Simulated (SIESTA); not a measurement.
**CdO2 under changes of volume**

One of the cells (14.470 Å³/atom); the others are scaled copies at fixed shape and fractional positions:

```
Cd O
1.0
     3.47623    0.00000    0.00000
    -1.73811    3.01050    0.00000
     0.00000    0.00000    4.14808
Cd O
1 2
Direct
  0.00000 0.00000 0.00000
  0.33333 0.66667 0.24422
  0.66667 0.33333 0.75578
```

The cell comes from a database or a generator and needn't be the stable form of this composition.

```yaml
Program: SIESTA 5.4.2
Functional: LDA
Potentials_or_basis: PseudoDojo 0.4 standard (LDA files)
Basis: DZP (energy shift 0.003 Ry; two zetas on semicore shells)
Grid_cutoff: 800 Ry
Energy_shift: 0.003 Ry
k_mesh: 9 × 9 × 7
Occupations: fermi-dirac, width 0.05 eV
Spin: no spin polarisation
```

| volume (Å³/atom) | energy over the lowest point (meV/atom) | pressure (GPa) | largest force (eV/Å) |
| --- | --- | --- | --- |
| 13.602 | 0.00 | -8.7 | 0.162 |
| 13.891 | 17.56 | -10.5 | 0.027 |
| 14.181 | 38.14 | -12.0 | 0.099 |
| 14.470 | ? | ? | ? |
| 14.760 | 86.86 | -14.6 | 0.324 |
| 15.049 | 114.33 | -15.5 | 0.425 |
| 15.338 | 143.49 | -16.4 | 0.514 |

Q: What does the run at 14.470 Å³/atom give?

A: Energy over the lowest point 61.35 meV/atom; pressure -13.4 GPa; largest force 0.216 eV/Å.

Worked out: A Birch-Murnaghan fit of order 3 (a polynomial in V^(-2/3)) to the other rows has no minimum within the range. It gives 61.32 meV/atom at 14.470 Å³/atom, against the run's 61.35, and -dE/dV = -13.5 GPa, against -13.4.

Energies are extrapolated to zero smearing.

Caveats: the basis of atomic orbitals isn't converged, which shifts pressures, moduli and gaps.
